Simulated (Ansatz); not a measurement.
Set up this calculation in Ansatz 0.2.0, as the native input.

- Task: relaxation of cell and atoms
- Functional: RPBE
- Dispersion: D4
- Potentials or basis: Ansatz PAW
- Cutoff: 420 eV (not typed: the program's choice for these potentials)
- k mesh: 10 × 10 × 8
- Occupations: fermi-dirac, width 0.05 eV
- Spin: no spin polarisation

TiB2:

```xyz
3
Lattice="3.0292 0.0000 0.0000 -1.5146 2.6234 0.0000 0.0000 0.0000 3.2284" Properties=species:S:1:pos:R:3 pbc="T T T"
Ti    0.0000    0.0000    0.0000
B     1.5146    0.8745    1.6142
B     0.0000    1.7489    1.6142
```

One way to write it, as run:

input.yaml

```yaml
crystal:
  lattice:
    - [3.0292, 0.0, 0.0]
    - [-1.5146, 2.6233641531, 0.0]
    - [0.0, 0.0, 3.2284]
  atoms:
    - { symbol: Ti, position: [0.0, 0.0, 0.0] }
    - { symbol: B, position: [0.6666666667, 0.3333333333, 0.5] }
    - { symbol: B, position: [0.3333333333, 0.6666666667, 0.5] }
hamiltonian:
  xc: rpbe
  pseudopotentials: { kind: paw }
  dispersion: d4
kpoints:
  mp_grid: { grid: [10, 10, 8] }
scf:
  occupations: { method: fermi_dirac, width: 0.05 }
output:
  forces: true
  stress: true
relax:
  f_tol: 0.01
  max_steps: 40
  cell: { stress_tol: 0.05 }
```

Potentials or basis: Ansatz PAW.

Command:

```sh
$ ansatz run input.yaml --threads 2 --pin off --max-ram 5632MiB --backend cpu --events-out ev --progress --plain --runs-dir out
```

It gave:

* Relaxed volume: 8.14 Å³/atom
* Relaxed cell: a = 2.997 Å, b = 2.997 Å, c = 3.138 Å, α = 90.00°, β = 90.00°, γ = 120.00°
* Space group after relaxing (to 0.05 Å): P6/mmm (No. 191)
* Energy gained by relaxing: 17.0 meV/atom
* Ionic steps: 7
* Pressure after relaxing: 0.0 GPa

Caveat: the plane-wave basis is chosen anew once the cell has moved, so the energies of steps on either side of that aren't comparable; the PAW data sets come from PBE, with cores solved anew for the run's functional, which leaves a small shift of forces and pressure.

It took 4.3 s on 2 threads of Intel(R) Xeon(R) 6975P-C (Granite Rapids), on a shared host, peak memory 0.36 GiB.
